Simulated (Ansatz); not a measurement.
# FeCo3: further runs on the relaxed cell

An exercise on one series of results from a longer session: the logs are not shown, and one member is left open.

Program: Ansatz 0.2.0. Level of theory: DFT PBEsol, scalar-relativistic, plane waves, PAW. These are calculated values, not measurements.

1 further run of the same task is left out (set aside as unsound or not needed).

## The system as given

Symmetry: Pm-3m, No. 221, cubic system. The conventional cell has a = 3.488 Å, b = 3.488 Å, c = 3.488 Å, α = 90.00°, β = 90.00°, γ = 90.00°. Fe (site symmetry m-3m) is surrounded by 12 Co at 2.47 Å. Co (site symmetry 4/mmm) is surrounded by 4 Fe at 2.47 Å and 8 Co at 2.47 Å.

Structure file:

```
CELL_PARAMETERS angstrom
3.48765 0.00000 0.00000
0.00000 3.48765 0.00000
0.00000 0.00000 3.48765
ATOMIC_POSITIONS crystal
Fe 0.00000 0.00000 0.00000
Co 0.50000 0.50000 0.00000
Co 0.50000 0.00000 0.50000
Co 0.00000 0.50000 0.50000
```

It goes back to an entry of the Materials Project, which need not be the stable form.

It is the result of an earlier relaxation at this level (volume 10.61 Å³/atom; gap on the mesh: none (metal), site moments up to 2.5 μB).

The first run:

input.yaml

```yaml
crystal:
  lattice:
    - [3.4876517781, 0.0, 0.0]
    - [0.0, 3.4876517781, 0.0]
    - [0.0, 0.0, 3.4876517781]
  atoms:
    - { symbol: Fe, position: [0.0, 0.0, 0.0], spin: 2.77 }
    - { symbol: Co, position: [0.5, 0.5, 0.0], spin: 1.78 }
    - { symbol: Co, position: [0.5, 0.0, 0.5], spin: 1.78 }
    - { symbol: Co, position: [0.0, 0.5, 0.5], spin: 1.78 }
basis:
  ecutwfc: 420
kpoints:
  mp_grid: { grid: [12, 12, 12] }
  band_path:
    path:
      - [[0.0, 0.0, 0.0], [0.0, 0.5, 0.0], [0.5, 0.5, 0.0], [0.0, 0.0, 0.0], [0.5, 0.5, 0.5], [0.0, 0.5, 0.0]]
      - [[0.5, 0.5, 0.5], [0.5, 0.5, 0.0]]
    npoints: 14
hamiltonian:
  xc: pbesol
scf:
  occupations: { method: gaussian, width: 0.1 }
  n_extra_bands: 10
output:
  forces: true
  stress: true
  eigenvalues: true
  populations: true
  dos: { projected: true, de: 0.02, nscf_kmesh: { grid: [18, 18, 18] } }
  bader: true
  write_density: true
  write_potential: true
  elf: true
  volumetric_format: npy
magnetization:
  spin_polarized: true
checkpoint:
  read: start.run
  write: ck
  compress: false
  write_wavefunctions: false
  write_every: 100000
```

On the command line:

```
$ ansatz run input.yaml --threads 1 --pin off --max-ram 2560MiB --backend cpu --events-out ev --progress --plain --runs-dir out
```

Steps of the session up to this table: Bands, states and charges; Volume × 0.97; Point at V/V0 = 1.03; The cell scaled to 0.94 of its volume; Volume × 1.06.

One of the session's tables, all rows but one given; the rest of the session is left out.

It belongs to the step «Energy against volume». 

| volume (Å³/atom) | energy above the lowest point (meV/atom) | pressure (GPa) | largest moment (μB) |
| --- | --- | --- | --- |
| 9.969 | 30.3 | 15.49 | 2.31 |
| 10.288 | 7.5 | 7.38 | 2.44 |
| 10.606 | 0.0 | 0.00 | 2.52 |
| 10.924 | ? | ? | ? |
| 11.242 | 24.5 | -11.44 | 2.62 |

Estimate the missing values for volume (Å³/atom) = 10.924.

Worked estimate for «energy above the lowest point (meV/atom)». A straight line through the neighbours (10.606, 0.0) and (11.242, 24.5) gives 0.0 + (24.5 − 0.0) × (10.924 − 10.606) / (11.242 − 10.606) = 12.2; a parabola fitted to 3 rows on both sides gives 5.7.

As computed: energy above the lowest point (meV/atom): 6.6; pressure (GPa): -6.33; largest moment (μB): 2.57. In «energy above the lowest point (meV/atom)» the line misses by +5.6 and the parabola by -0.9.

Limits of these values: Warnings in the runs' records: stability check not made, moment headroom below auto.
